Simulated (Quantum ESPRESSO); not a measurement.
Zr: equation of state with PBEsol

Zr:

```xyz
2
Lattice="3.2320 0.0000 0.0000 -1.6160 2.7990 0.0000 0.0000 0.0000 5.1470" Properties=species:S:1:pos:R:3 pbc="T T T"
Zr    1.6160    0.9330    3.8603
Zr    0.0000    1.8660    1.2868
```

| Quantity | Value |
| --- | --- |
| Program | Quantum ESPRESSO 7.5 |
| Task | equation of state |
| Functional | PBEsol |
| Potentials or basis | PseudoDojo 0.4.1 SR PBEsol standard |
| Cutoff | 898 eV |
| Density cutoff | 3592 eV |
| k mesh | 9 × 9 × 5 |
| Occupations | fermi-dirac, width 0.05 eV |
| Spin | no spin polarisation |
| Mixing beta | 0.5 |
| Most SCF iterations | 120 |
| SCF threshold | 4e-10 Ry |

| Quantity | Value |
| --- | --- |
| Equilibrium volume | 22.52 Å³/atom |
| Bulk modulus at fixed shape and positions | 100 GPa |
| Pressure derivative of the bulk modulus | 3.2 |

Energy against volume, from the lowest point:
| volume (Å³/atom) | energy (meV/atom) |
| --- | --- |
| 21.884 | 5.35 |
| 22.350 | 0.00 |
| 22.815 | 0.84 |
| 23.281 | 7.34 |
| 23.746 | 19.04 |
| 24.212 | 35.50 |
| 24.678 | 56.33 |

All runs of the series together: 2.2 min on 1 thread of Arm Neoverse V2, with other jobs on the host.

Caveat: the cell was scaled at fixed shape and fractional positions, which overstates the stiffness of a crystal with free parameters, most of all of layers and chains.
